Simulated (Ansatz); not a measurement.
**FePt: clamped-ion strain scan**

Level of theory: DFT PBE, scalar-relativistic, plane waves, PAW (Ansatz). The runs took a 420 eV cutoff, a Γ-centred 22×22×16 mesh and Gaussian smearing (0.15 eV). Spin–orbit coupling is left out, which matters for the heavy elements here. Collinear spins, started from moments 3.3, 0.4 μB in atom order; the magnetic state may not be the lowest. Energies are free energies at this smearing, counted from the undisturbed cell; pressure is positive in compression.

The starting cell (relaxed at this level; with this scan's settings it stands at 0.1 GPa; it needn't be the usual structure):

```yaml
crystal:
  lattice:
    - [2.72882, 0.00000, 0.00000]
    - [0.00000, 2.72882, 0.00000]
    - [0.00000, 0.00000, 3.76638]
  atoms:
    - { symbol: Fe, position: [0.50000, 0.50000, 0.50000] }
    - { symbol: Pt, position: [0.00000, 0.00000, 0.00000] }
```

The cell is strained by ε times the Voigt pattern (0, 0, 0, 0, 0, 1) (xx, yy, zz, yz, xz, xy; engineering shear) with fractional coordinates fixed. The cell is metallic on the mesh throughout.

```
      ε  ΔE (meV/atom) stress summed along the pattern (GPa, tension positive) pressure (GPa) moment (μB/cell)
-0.1000           23.2                                                    -5.33             1.4              3.32
-0.0500            5.7                                                        ?               ?              3.31
 0.0000            0.0                                                     0.00             0.1              3.30
 0.0250            1.4                                                     1.30             0.1              3.30
 0.0750           13.0                                                     3.96             0.8              3.32
```

Problem. Give the withheld values.

Solution. stress summed along the pattern (GPa, tension positive) at ε = -0.0500: -2.63; pressure (GPa) at ε = -0.0500: 0.4.